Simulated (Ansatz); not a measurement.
# BaTe: the cost of one run

Computed with Ansatz 0.2.0 (DFT PBEsol, scalar-relativistic, plane waves, PAW, unless a step's input says otherwise).

## Step 1: The structure to begin with

The structure is cubic, space group Pm-3m (No. 221). The conventional cell has a = 4.262 Å, b = 4.262 Å, c = 4.262 Å, α = 90.00°, β = 90.00°, γ = 90.00°. Ba (site symmetry m-3m) is surrounded by 8 Te at 3.69 Å. Te (site symmetry m-3m) has 8 Ba at 3.69 Å as nearest neighbours.

As a file:

```cif
data_structure
_symmetry_space_group_name_H-M 'Pm-3m'
_symmetry_Int_Tables_number 221
_cell_length_a 4.2625
_cell_length_b 4.2625
_cell_length_c 4.2625
_cell_angle_alpha 90.000
_cell_angle_beta 90.000
_cell_angle_gamma 90.000
_cell_volume 77.44
loop_
_atom_site_label
_atom_site_type_symbol
_atom_site_symmetry_multiplicity
_atom_site_Wyckoff_symbol
_atom_site_fract_x
_atom_site_fract_y
_atom_site_fract_z
_atom_site_occupancy
Ba1 Ba 1 a 0.00000 0.00000 0.00000 1
Te1 Te 1 b 0.50000 0.50000 0.50000 1
```

It goes back to an entry of the Materials Project, which need not be the stable form.

The cell is taken as given, not relaxed at this level.

## Step 2: Zero of energy

The reference gives a free energy of -12767.4250 eV, pressure -2.21 GPa, largest force 0.000 eV/Å and gap on the mesh 0.81 eV. It was computed beforehand with the settings of the runs below.

## Step 3: Setting up a strain scan

The cell is strained by ε times the Voigt pattern (0, 1, 0, 0, 0, 0) (xx, yy, zz, yz, xz, xy; engineering shear), with fractional coordinates fixed (clamped ions). The stress on the pattern is the sum of the stress components weighted by it, tension positive.

## Step 4: At ε = -0.0200

Contents of input.yaml:

```yaml
crystal:
  lattice:
    - [4.262466, 0.0, 0.0]
    - [0.0, 4.17721668, 0.0]
    - [0.0, 0.0, 4.262466]
  atoms:
    - { symbol: Ba, position: [0.0, 0.0, 0.0] }
    - { symbol: Te, position: [0.5, 0.5, 0.5] }
basis:
  ecutwfc: 420
kpoints:
  mp_grid: { grid: [6, 6, 6] }
hamiltonian:
  xc: pbesol
scf:
  occupations: { method: gaussian, width: 0.05 }
output:
  forces: true
  stress: true
  eigenvalues: true
```

**Question.** How long does this run take on 1 thread of an Arm CPU, shared host, and how much memory does it need?

About 3.9 s, with a peak of 0.34 GiB.
